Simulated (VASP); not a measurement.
# CdSe: single point with PBE

The system is CdSe.

```
CELL_PARAMETERS angstrom
0.00000 3.12909 3.12909
3.12909 0.00000 3.12909
3.12909 3.12909 0.00000
ATOMIC_POSITIONS crystal
Cd 0.00000 0.00000 0.00000
Se 0.75000 0.75000 0.75000
```

Measurements of this composition are mostly on another form, of space group No. 186.

- Program: VASP 6.6.1
- Task: single point
- Functional: PBE
- Potentials or basis: VASP PAW PBE potentials, release 64 (Cd, Se)
- Cutoff: 520 eV
- k mesh: 10 × 10 × 10
- Occupations: gaussian, width 0.02 eV
- Spin: no spin polarisation

| Quantity | Value |
| --- | --- |
| Pressure | -1.0 GPa |
| Band gap on the k mesh | 0.43 eV, direct |

Levels at points of the mesh, in eV from the valence-band top:
| k point | band 6 | band 7 | band 8 | band 9 | band 10 | band 11 | band 12 | band 13 |
| --- | --- | --- | --- | --- | --- | --- | --- | --- |
| (0.00, 0.00, 0.00) | -7.39 | 0.00 | 0.00 | 0.00 | 0.43 | 5.92 | 5.92 | 5.92 |
| (0.50, 0.00, 0.00) | -7.16 | -3.92 | -0.64 | -0.64 | 2.28 | 6.41 | 6.41 | 7.16 |
| (0.50, 0.50, 0.00) | -7.11 | -3.71 | -1.58 | -1.58 | 3.29 | 3.65 | 8.73 | 9.71 |

It took 39 s on 1 thread of Intel(R) Xeon(R) Platinum 8259CL CPU @ 2.50GHz (Skylake/Cascade Lake), with other jobs on the host, peak memory 0.23 GiB.
